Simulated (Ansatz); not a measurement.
**1T-MnSSe monolayer in a perpendicular field**

Aim: how the 1T-MnSSe monolayer screens a field along its normal, and what the field does to its bands. A positive field points along +c.

Program: Ansatz 0.2.0. Level of theory: plane-wave DFT, PBE-D3(BJ), Ansatz PAW. Results are calculated unless marked as measured.

## Step 1: Set-up

The cell holds 3 atoms: 1 Se, 1 Mn and 1 S. Cell: a = 3.408 Å, b = 3.408 Å, c = 36.426 Å, α = 90.0°, β = 90.0°, γ = 120.0°. Vacuum lies along c.

## Step 2: Relaxation

The starting cell is a guess, so the in-plane lattice and the atoms are relaxed first, with the slab cut off from its images along the normal.

The input, input.yaml:

```yaml
crystal:
  lattice:
    - [3.4079265, 0.0, 0.0]
    - [-1.70396325, 2.9513509232, 0.0]
    - [0.0, 0.0, 36.4259768943]
  atoms:
    - { symbol: Se, position: [0.6666666667, 0.3333333333, 0.4625819659] }
    - { symbol: Mn, position: [0.0, 0.0, 0.5036194676], spin: 4.0 }
    - { symbol: S, position: [0.3333333333, 0.6666666667, 0.5374180341] }
  periodic: [true, true, false]
magnetization:
  spin_polarized: true
kpoints:
  mp_grid: { grid: [12, 12, 1] }
hamiltonian:
  xc: pbe
  dispersion: d3bj
scf:
  occupations: { method: fermi_dirac, width: 0.05 }
  convergence: { dr2_threshold: 1.0e-09 }
relax:
  f_tol: 0.004
  max_steps: 90
  cell: {}
output:
  write_potential: true
  write_density: true
  volumetric_format: npy
```

Launch:

```console
$ ansatz run input.yaml --threads 2 --pin off --max-ram 3072MiB --backend cpu --events-out ev --progress --plain --runs-dir out
```

Numbers of over 12 decimals in the logs are rounded to 6 here.

Output:

```text
Warning: relax.cell: scf.convergence.dr2_threshold = 1e-9 eV is looser than the 1.8524180076e-10 eV advised for a relaxation that steers and ends on the stress (1e-10 eV for each atom of the cell: 3, times the square of relax.cell.stress_2d_tol = 0.05 N/m over 12.7 Å (the atoms' height at the walk's start and 5 Å past either face), 3.929e-2 GPa, over a crystal's default 0.05). What an SCF threshold leaves in a stress goes as its square root, and in the free energy as the threshold itself, and one threshold admits the most on a small cell: [figures from the program's tests cut] Set scf.convergence.dr2_threshold to 1.8524180076e-10 eV or tighter. [rest of the remark cut]
Engine: ansatz 0.2.0, aarch64-unknown-linux-gnu
Pseudopotentials: kind: paw
Pseudopotential: Se, paw, valence charge 16, recommended cutoff 420 eV (normal), Se.paw.azcp
Pseudopotential: Mn, paw, valence charge 15, recommended cutoff 420 eV (normal), Mn.paw.azcp
Pseudopotential: S, paw, valence charge 6, recommended cutoff 420 eV (normal), S.paw.azcp
Functional definition: PBE
  parameter kappa = 0.804
  parameter beta = 0.066725
  exchange = pbe_x(kappa = kappa, mu = beta*pi^2/3)
  correlation = pbe_c(beta = beta)
Crystal: 3 atoms, lattice volume = 366.372 Å³
Basis set: ecut = 420 eV, 7165 PW (Γ), exchange–correlation on 48×48×500 points (8 copies of the dense FFT grid, shifted against one another)
Bands: 25, of which v1, the nominal top of the filled ones, is band 19 counted from 1 (18 counted from 0)
Symmetry: 6 space group operations
Space group: P3m1 (ITA 156), of the structure as read, at distance tolerance 7.2e-5 Å
Magnetic group: BNS 156.49 (UNI 1279), of the structure as read, at distance tolerance 7.2e-5 Å
k-points: 19 of 144 (time reversal used)
Non-local potential: Se, projectors of the file, l = 0: 2, l = 1: 2, l = 2: 3, l = 3: 1
Non-local potential: Mn, projectors of the file, l = 0: 3, l = 1: 2, l = 2: 3, l = 3: 1
Non-local potential: S, projectors of the file, l = 0: 2, l = 1: 2, l = 2: 2
PAW form: soft (Blöchl's): semilocal exchange-correlation on the pseudo side does not see the compensation charge
PAW one-centre angular grid: Se, 590 points (default); XC on 64 Gauss nodes
PAW one-centre angular grid: Mn, 590 points (default); XC on 64 Gauss nodes
PAW one-centre angular grid: S, 110 points (default); XC on 64 Gauss nodes
Initial density: superposition of atomic densities (neutral atoms: chi_scale 0, normalization atom)
Starting moments: Σ|m| = 4 μB on 1 of 3 sites
Initial wavefunctions: pseudopotential atomic-orbital guess
Functional: x = pbe(κ = 0.804, μ = 0.219515), c = pbe(β = 0.066725)
SCF iter   1: F=—  HF=-10272.219847 eV  |F-HF|=—  |Δ(HF+E_count)|=         —  Δρ=1.80e-2 (↑1.80e-2 ↓9.40e-3)  dr2=1.81e0  dr2_m=3.54e-1  M=3.013 μB ∫|m|=3.809 μB  β_m=0.30  ethr=3.10e-3  ⟨swp⟩=16.0  Hψ=7588  notcnv=0
Mixer restart at iter 1: flushing history
preconditioner: auto → LDOS  [metal: Δε(μ)=0.131 eV  Ē_g=9.519 eV  σ=0.050 eV  W_gap=0.47  n_scr=20 (ndim 8)  ℏωp=8.5 eV  f_vac=0.813  D(μ)=0.19/eV (n_scr^D=2)]
spin=Collinear: LDOS preconditioning applied to the charge; magnetization (m = ρ↑ − ρ↓) channel mixes plain (no charge-response kernel on spin).
SCF iter   2: F=—  HF=-10271.858992 eV  |F-HF|=—  |Δ(HF+E_count)|=   3.61e-1  Δρ=9.70e-3 (↑9.70e-3 ↓6.54e-3)  dr2=2.63e-1  dr2_m=1.59e-1  M=3.017 μB ∫|m|=3.758 μB  β_m=0.44  ethr=3.10e-3  ⟨swp⟩=2.9  Hψ=1675  notcnv=0  defer=55
SCF iter   3: F=—  HF=-10272.060843 eV  |F-HF|=—  |Δ(HF+E_count)|=         —  Δρ=9.54e-3 (↑6.99e-3 ↓9.54e-3)  dr2=1.13e-1  dr2_m=2.18e-1  M=2.902 μB ∫|m|=3.334 μB  β_m=0.44  ethr=7.12e-4  ⟨swp⟩=4.4  Hψ=2200  notcnv=0  defer=55
SCF iter   4: F=—  HF=-10272.182854 eV  |F-HF|=—  |Δ(HF+E_count)|=   1.22e-1  Δρ=5.53e-3 (↑5.53e-3 ↓4.83e-3)  dr2=6.07e-3  dr2_m=8.85e-2  M=2.910 μB ∫|m|=3.283 μB  β_m=0.66  ethr=3.05e-4  ⟨swp⟩=3.7  Hψ=1746  notcnv=0  defer=55
SCF iter   5: F=—  HF=-10272.219745 eV  |F-HF|=—  |Δ(HF+E_count)|=   3.69e-2  Δρ=1.91e-3 (↑7.02e-4 ↓1.91e-3)  dr2=4.95e-2  dr2_m=4.19e-3  M=2.899 μB ∫|m|=3.207 μB  β_m=0.62  ethr=1.64e-5  ⟨swp⟩=3.6  Hψ=2542  notcnv=0  defer=47
SCF iter   6: F=—  HF=-10272.215434 eV  |F-HF|=—  |Δ(HF+E_count)|=   4.31e-3  Δρ=4.86e-4 (↑4.82e-4 ↓4.86e-4)  dr2=5.68e-4  dr2_m=6.19e-4  M=2.900 μB ∫|m|=3.180 μB  β_m=0.80  ethr=1.64e-5  ⟨swp⟩=4.5  Hψ=2437  notcnv=0  defer=31
SCF iter   7: F=—  HF=-10272.216803 eV  |F-HF|=—  |Δ(HF+E_count)|=   1.37e-3  Δρ=1.28e-4 (↑1.28e-4 ↓1.19e-4)  dr2=5.45e-4  dr2_m=1.14e-5  M=2.897 μB ∫|m|=3.163 μB  β_m=0.67  ethr=1.53e-6  ⟨swp⟩=3.7  Hψ=2129  notcnv=0  defer=25
SCF iter   8: F=—  HF=-10272.216737 eV  |F-HF|=—  |Δ(HF+E_count)|=   6.55e-5  Δρ=6.00e-5 (↑6.00e-5 ↓5.03e-5)  dr2=6.63e-5  dr2_m=4.50e-6  M=2.896 μB ∫|m|=3.163 μB  β_m=0.69  ethr=1.47e-6  ⟨swp⟩=2.5  Hψ=1434  notcnv=0  defer=25
SCF iter   9: F=—  HF=-10272.216750 eV  |F-HF|=—  |Δ(HF+E_count)|=   1.28e-5  Δρ=1.82e-5 (↑1.82e-5 ↓1.33e-5)  dr2=1.58e-6  dr2_m=5.46e-7  M=2.896 μB ∫|m|=3.163 μB  β_m=0.70  ethr=1.79e-7  ⟨swp⟩=2.7  Hψ=1565  notcnv=0  defer=25
SCF iter  10: F=—  HF=-10272.216751 eV  |F-HF|=—  |Δ(HF+E_count)|=   9.68e-7  Δρ=5.47e-6 (↑5.47e-6 ↓4.02e-6)  dr2=7.01e-7  dr2_m=2.97e-8  M=2.896 μB ∫|m|=3.163 μB  β_m=0.65  ethr=4.28e-9  ⟨swp⟩=3.5  Hψ=2070  notcnv=0  defer=25
SCF iter  11: F=—  HF=-10272.216751 eV  |F-HF|=—  |Δ(HF+E_count)|=   1.00e-7  Δρ=1.60e-6 (↑1.39e-6 ↓1.60e-6)  dr2=5.67e-9  dr2_m=6.39e-9  M=2.896 μB ∫|m|=3.163 μB  β_m=0.67  ethr=1.89e-9  ⟨swp⟩=2.6  Hψ=1387  notcnv=0  defer=25
SCF iter  12: F=—  HF=-10272.216751 eV  |F-HF|=—  |Δ(HF+E_count)|=   3.87e-8  Δρ=4.45e-7 (↑3.58e-7 ↓4.45e-7)  dr2=3.49e-10  dr2_m=4.88e-10  M=2.896 μB ∫|m|=3.163 μB  β_m=0.77  ethr=1.53e-11  ⟨swp⟩=3.6  Hψ=2178  notcnv=0  defer=25
SCF iter  13: F=-10272.216751 eV  HF=-10272.216751 eV  |F-HF|=2.37e-9  |Δ(HF+E_count)|=   1.06e-8  Δρ=1.74e-7 (↑1.62e-7 ↓1.74e-7)  dr2=3.68e-10  dr2_m=2.11e-11  M=2.896 μB ∫|m|=3.163 μB  ethr=1.00e-12  ⟨swp⟩=7.4  Hψ=6324  notcnv=0
SCF 1 converged in 13 iterations: F = -10272.216751 eV  dr2 = 3.68e-10
  greatest PAW one-centre occupation: 1.000 electrons in one spin orbital (limit 2), on the Mn atom at site 1 (counted from 0), in its partial waves of l = 1
relax step   1: F+E_penalty+E_count = -10272.21675116 eV  Δ(F+E_penalty+E_count) = +0.000e0 eV  max|allowed force component| = 1.463e-1 eV/Å  Δτ_max = 0.0000 Å  P = -0.763 N/m  Ω = 366.372 Å³  fix = [c, alpha, beta]  reactions: c +0.000 N/m  (13 SCF iters, accepted)
Crystal: 3 atoms, lattice volume = 360.819 Å³
[...]
iter 1 solved again at ethr=1.66e-6 eV; its pass at ethr=3.10e-3 eV (dr2=6.14e-4 eV) is discarded
SCF iter   1: F=—  HF=-10272.228663 eV  |F-HF|=—  |Δ(HF+E_count)|=         —  Δρ=1.39e-5 (↑8.63e-6 ↓1.39e-5)  dr2=1.07e-6  dr2_m=1.11e-7  M=2.765 μB ∫|m|=3.013 μB  β_m=0.65  ethr=1.66e-6  ⟨swp⟩=4.9  Hψ=10679  notcnv=0
eigensolver tolerance schedule: the retry pair's looser diagonalisation over-reported the residual by 570.49 of it (diagonalisation noise at 0.44 of the residual, at the tolerance the schedule requests for it); recorded, not acted on — ethr = c·dr2/N_el stays at c = 1.0e-1
spin=Collinear: LDOS preconditioning applied to the charge; magnetization (m = ρ↑ − ρ↓) channel mixes plain (no charge-response kernel on spin).
SCF iter   2: F=—  HF=-10272.228580 eV  |F-HF|=—  |Δ(HF+E_count)|=   8.24e-5  Δρ=8.90e-6 (↑8.90e-6 ↓4.57e-6)  dr2=3.99e-7  dr2_m=5.73e-8  M=2.765 μB ∫|m|=3.012 μB  β_m=0.56  ethr=2.90e-9  ⟨swp⟩=3.4  Hψ=2176  notcnv=0
SCF iter   3: F=—  HF=-10272.228580 eV  |F-HF|=—  |Δ(HF+E_count)|=   2.18e-8  Δρ=2.98e-6 (↑2.98e-6 ↓2.11e-6)  dr2=3.50e-8  dr2_m=1.53e-8  M=2.765 μB ∫|m|=3.012 μB  β_m=0.63  ethr=1.08e-9  ⟨swp⟩=2.7  Hψ=1415  notcnv=0
SCF iter   4: F=—  HF=-10272.228580 eV  |F-HF|=—  |Δ(HF+E_count)|=   1.91e-7  Δρ=1.42e-6 (↑1.42e-6 ↓9.03e-7)  dr2=1.26e-8  dr2_m=3.56e-9  M=2.765 μB ∫|m|=3.012 μB  β_m=0.64  ethr=9.46e-11  ⟨swp⟩=3.2  Hψ=1733  notcnv=0
SCF iter   5: F=—  HF=-10272.228580 eV  |F-HF|=—  |Δ(HF+E_count)|=   5.51e-8  Δρ=3.45e-7 (↑3.40e-7 ↓3.45e-7)  dr2=6.99e-10  dr2_m=3.28e-10  M=2.765 μB ∫|m|=3.012 μB  β_m=0.63  ethr=3.39e-11  ⟨swp⟩=2.8  Hψ=1574  notcnv=0
iter 6 met the thresholds in force, and the SCF goes on: an eigenvalue changes by 3.05 meV, over its tolerance of 0.05 meV (output.eigenvalues, Limitations)
SCF iter   6: F=-10272.228580 eV  HF=-10272.228580 eV  |F-HF|=8.99e-10  |Δ(HF+E_count)|=   7.28e-9  Δρ=1.43e-7 (↑5.38e-8 ↓1.43e-7)  dr2=1.36e-10  dr2_m=1.44e-11  M=2.765 μB ∫|m|=3.012 μB  β_m=0.70  ethr=1.89e-12  ⟨swp⟩=11.9  Hψ=7258  notcnv=0
iter 7 met the thresholds in force, and the SCF goes on: an eigenvalue changes by 2.01 meV, over its tolerance of 0.05 meV (output.eigenvalues, Limitations)
SCF iter   7: F=-10272.228580 eV  HF=-10272.228580 eV  |F-HF|=2.76e-10  |Δ(HF+E_count)|=  6.24e-10  Δρ=3.23e-8 (↑3.23e-8 ↓2.86e-8)  dr2=3.93e-12  dr2_m=2.56e-12  M=2.765 μB ∫|m|=3.012 μB  β_m=1.00  ethr=1.00e-12  ⟨swp⟩=7.1  Hψ=5076  notcnv=0
Mixer restart at iter 7: flushing history
iter 8 met the thresholds in force, and the SCF goes on: an eigenvalue changes by 0.13 meV, over its tolerance of 0.06 meV (output.eigenvalues, Limitations)
SCF iter   8: F=-10272.228580 eV  HF=-10272.228580 eV  |F-HF|=5.71e-10  |Δ(HF+E_count)|=  3.91e-10  Δρ=1.63e-7 (↑1.12e-7 ↓1.63e-7)  dr2=6.56e-10  dr2_m=4.04e-12  M=2.765 μB ∫|m|=3.012 μB  β_m=1.00  ethr=1.00e-12  ⟨swp⟩=8.1  Hψ=5288  notcnv=0  κ⁻¹=1.0e0(r=1)
iter 9 met the thresholds in force, and the SCF goes on: an eigenvalue changes by 0.07 meV, over its tolerance of 0.05 meV (output.eigenvalues, Limitations)
SCF iter   9: F=-10272.228580 eV  HF=-10272.228580 eV  |F-HF|=5.46e-11  |Δ(HF+E_count)|=  9.46e-11  Δρ=9.87e-8 (↑6.09e-8 ↓9.87e-8)  dr2=1.16e-10  dr2_m=1.93e-12  M=2.765 μB ∫|m|=3.012 μB  β_m=1.00  ethr=1.00e-12  ⟨swp⟩=6.3  Hψ=4703  notcnv=0  κ⁻¹=1.4e-2(r=2)
SCF iter  10: F=-10272.228580 eV  HF=-10272.228580 eV  |F-HF|=1.09e-10  |Δ(HF+E_count)|=  2.18e-11  Δρ=1.12e-8 (↑1.12e-8 ↓9.16e-9)  dr2=1.40e-13  dr2_m=3.14e-13  M=2.765 μB ∫|m|=3.012 μB  ethr=1.00e-12  ⟨swp⟩=6.1  Hψ=4553  notcnv=0
SCF 7 converged in 10 iterations: F = -10272.228580 eV  dr2 = 1.40e-13
relax step   7: F+E_penalty+E_count = -10272.22858045 eV  Δ(F+E_penalty+E_count) = +3.307e-4 eV  max|allowed force component| = 5.446e-5 eV/Å  Δτ_max = 0.0000 Å  P = +0.000 N/m  Ω = 351.836 Å³  fix = [c, alpha, beta]  reactions: c +0.000 N/m  stress off target by 1.00e-5 N/m on what of the cell is left free  SCF on the basis re-selected at this cell (its energy is not comparable with the rows above)  (10 SCF iters)
basis re-selected at this cell: Δ(F+E_penalty+E_count) = +3.307e-4 eV, ΔP = +0.000 N/m vs the last step (what re-selecting the basis moved, of the pressure what is left beyond the Pulay correction that the steps carried, after the strain that the cell walked since its last selection, with what the two solves' SCF thresholds leave and, on support functions, any second-order correction that the steps lacked; it is no m [...]
WARN: The output density's exchange-correlation potential varies sharply where the density is thin. Do not read a vacuum level from v_tot or v_xc, or from such a field of the output density. On a cell that repeats whose density bears no net charge and no dipole along the vacuum's axis use v_es (v_loc + v_h of the components); under efield.dipole_correction with no amplitude use v_es + v_field, which holds any externa [...]
SCF converged after 10 iterations
an eigenvalue changed by more than its tolerance at an iteration that met the thresholds in force, so the SCF went on 4 times, its first undamped step at iteration 7: the last check found none over its tolerance
Magnetization: 2.7649 μB (19.8825 up, 17.1175 down)
Absolute magnetization: 3.0096 μB (∫|ρ↑−ρ↓|, with the PAW one-centre terms)
Spin contamination: 0.1081 ħ² per cell (⟨S²⟩ above its minimum at these occupations)
Per-site moments (μB) at R_I (Å): [(-0.038910, 1.013760), (2.597878, 0.954264), (-0.017808, 0.954264)]
Free energy (F): -10272.228580 eV
Harris-Foulkes:  -10272.228580 eV  (|F-HF|=1.09e-10)
Internal energy: -10272.217736 eV  (E = F + TS)
E sigma→0 (E₀):  -10272.223158 eV
Entropy (-TS):   -0.010845 eV (-3.615 meV/atom)
Fermi energy:    -5.258822 eV
--- Per-component energies (eV) ---
  E_band       = -1222.485933
  E_kinetic    = 528.407585
  E_local      = -104682.827686  (includes V_loc(G=0)·N_el)
  E_nonlocal   = -324.973770
  E_hartree    = 51835.731026
  E_xc         = -314.760094
  E_vxc        = -330.778760  (∫ρ·V_xc dr)
  E_paw        = -3811.375386  (= ΣΔE_a)
  E_vpaw       = -83.774805  (= ΣTr[D̂ρ^β])
  E_aug_tail   = -0.000589  (compensation charges beyond the density's cutoff)
  E_ewald      = 46498.276339
  E_disp       = -0.695160  (pairwise vdW)
  E_smearing   = -0.010845  (= −TS)
  E_closure    = 0.000000  (closes the sum)
  Σ components = -10272.228580   (vs F -10272.228580, Δ=0.00e0)
--- Forces (eV/Å), atoms counted from 1 ---
  atom   1  Se     0.00000000     0.00000000    -0.00005443
  atom   2  Mn    -0.00000000    -0.00000000     0.00005052
  atom   3  S      0.00000000    -0.00000000     0.00000400
  max |Σ_I F_I| component: 9.37e-8 eV/Å
--- 2D stress c σ (N/m, compression-positive) ---
        0.000010      -0.000000      -0.000000
       -0.000000       0.000010       0.000000
       -0.000000       0.000000       0.000000
  P = ½ c Tr σ = 0.0000 N/m
--- Band table (eV; the first three rows and the last of 38) ---
  k-point 0 ↑: bands = [... 15 lower, -7.8691, -7.4671, -6.6531, -4.9537, -4.9537, -3.0679, -3.0679, -0.8539, ... 2 higher]
  k-point 1 ↑: bands = [... 15 lower, -7.9237, -7.4232, -6.6086, -5.2825, -5.0151, -3.5450, -3.1610, -0.7090, ... 2 higher]
  k-point 2 ↑: bands = [... 15 lower, -8.0438, -7.4892, -6.5295, -5.8450, -5.2333, -4.3463, -3.3377, -0.3291, ... 2 higher]
  k-point 18 ↓: bands = [... 15 lower, -7.9710, -7.8466, -4.5293, -4.2665, -4.1560, -3.4637, -3.0655, 1.3192, ... 2 higher]
  the weakly bound empty levels are not read free of the cell's end (no_gap_told)
--- Relaxed structure (6 steps of the walk, 6 accepted, 1 SCFs on fresh bases) ---
  F+E_penalty+E_count = -10272.22858045 eV   max|allowed force component| = 5.446e-5 eV/Å   (the final SCF, on the basis selected at the relaxed cell)
  cell:  # Å, volume = 351.8358 Å³
    - [3.339636, 0.0, 0]
    - [-1.669818, 2.892209, 0]
    - [0, 0, 36.4259768943]
  atoms:
    - { symbol: Se, position: [0.666667, 0.333333, 0.461620] }
    - { symbol: Mn, position: [0, 0, 0.503454] }
    - { symbol: S, position: [0.333333, 0.666667, 0.538546] }
```

It took 2.4 min on 2 threads of Arm Neoverse V1, shared host; peak memory 0.75 GiB; 4.7 min of CPU time.

The steps of the relaxation:

| step | energy less that of the first step (eV) | largest force component (eV/Å) | volume (Å³) |
| --- | --- | --- | --- |
| 1 | 0.0000 | 0.1463 | 366.37 |
| 2 | -0.0079 | 0.0479 | 360.82 |
| 3 | -0.0112 | 0.1305 | 354.50 |
| 4 | -0.0119 | 0.0665 | 352.74 |
| 5 | -0.0121 | 0.0127 | 351.92 |
| 6 | -0.0122 | 0.0000 | 351.84 |
| 7* | -0.0118 | 0.0001 | 351.84 |

Relaxation steps marked * repeat the geometry before them on a plane-wave basis chosen anew for their cell, so energy and pressure can jump there.

The run keeps the 6 symmetry operations that it works with, so distortions that break them were not tested.

| cell as run | before | after | change |
| --- | --- | --- | --- |
| a (Å) | 3.408 | 3.340 | -2.0 % |
| b (Å) | 3.408 | 3.340 | -2.0 % |

The atoms that moved most (Å, along periodic axes as changes of fractional coordinates times the final cell, across vacuum about the mean position):

| atom | dx | dy | dz | length |
| --- | --- | --- | --- | --- |
| S3 | 0.000 | 0.000 | 0.041 | 0.041 |
| Se1 | 0.000 | 0.000 | -0.035 | 0.035 |
| Mn2 | 0.000 | 0.000 | -0.006 | 0.006 |

Final coordinates:

```xyz
3
Lattice="3.3396 0.0000 0.0000 -1.6698 2.8922 0.0000 0.0000 0.0000 36.4260" Properties=species:S:1:pos:R:3
Se    1.6698    0.9641   16.8150
Mn    0.0000    0.0000   18.3388
S     0.0000    1.9281   19.6171
```

Numbers from this step:

```yaml
energy_at_zero_smearing: -10272.2232 eV
total_moment: 2.765 μB
site_moments: -0.03891, 2.598, -0.01781 μB
```

Site moment by atom:

| atom | site moment (μB) |
| --- | --- |
| Se1 | -0.04 |
| Mn2 | 2.60 |
| S3 | -0.02 |

The lattice constant a goes from 3.408 to 3.340 Å.

[end of part 1 of 2]

[Logs are printed without paths, hosts, clocks, repeated set-up lines and the standing remarks that a program may print on its own settings, such as how far it seeks lower states.]

[Hosts, paths, dates, database ids (printed as entryN), source tags and the programs' standing remarks are cut or masked in the printed files.]

[Maps of the electrostatic potential energy from Ansatz leave out the sawtooth potential of an applied field or a dipole correction, so their vacuum need not be flat; planar profiles and work functions include it.]
